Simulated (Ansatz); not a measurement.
Input of an Ansatz 0.2.0 run:

The input input.yaml:

```yaml
crystal:
  lattice:
    - [4.105182, 0.0, 0.0]
    - [0.0, 4.105182, 0.0]
    - [0.0, 0.0, 2.891313]
  atoms:
    - { symbol: Cu, position: [0.0, 0.0, 0.0] }
    - { symbol: Al, position: [0.0, 0.5, 0.5] }
    - { symbol: Al, position: [0.5, 0.0, 0.5] }
hamiltonian:
  xc: pbesol
  pseudopotentials: { kind: paw }
kpoints:
  mp_grid: { grid: [7, 7, 9] }
scf:
  occupations: { method: fermi_dirac, width: 0.05 }
output:
  forces: true
  stress: true
  eigenvalues: true
relax:
  f_tol: 0.01
  max_steps: 40
  cell: { stress_tol: 0.05 }
```

Potentials or basis: Ansatz PAW.

Run with:

```bash
$ ansatz run input.yaml --threads 2 --pin off --max-ram 5632MiB --backend cpu --events-out ev --progress --plain --runs-dir out
```

Problem. Estimate the relaxed cell.

Solution. a = 4.086 Å, b = 4.086 Å, c = 2.846 Å, α = 90.00°, β = 90.00°, γ = 90.00°.

Problem. Estimate the space group after relaxing (to 0.05 Å).

Solution. P4/mmm (No. 123).

Problem. What does it give for the relaxed volume?

Solution. 15.84 Å³/atom.

Problem. Predict the band gap on the k mesh.

Solution. None (metal or under the smearing width).

Step by step:
```tsv
step	energy change (eV)	largest force (eV/Å)	volume (Å³)
1	0.0000	0.0000	48.73
2	-0.0101	0.0000	47.89
3	-0.0111	0.0000	47.50
4	-0.0111	0.0000	47.52
5	-0.0107	0.0000	47.52
```

Caveat: the plane-wave basis is chosen anew once the cell has moved, so the energies of steps on either side of that aren't comparable; the PAW data sets come from PBE, with cores solved anew for the run's functional, which leaves a small shift of forces and pressure.
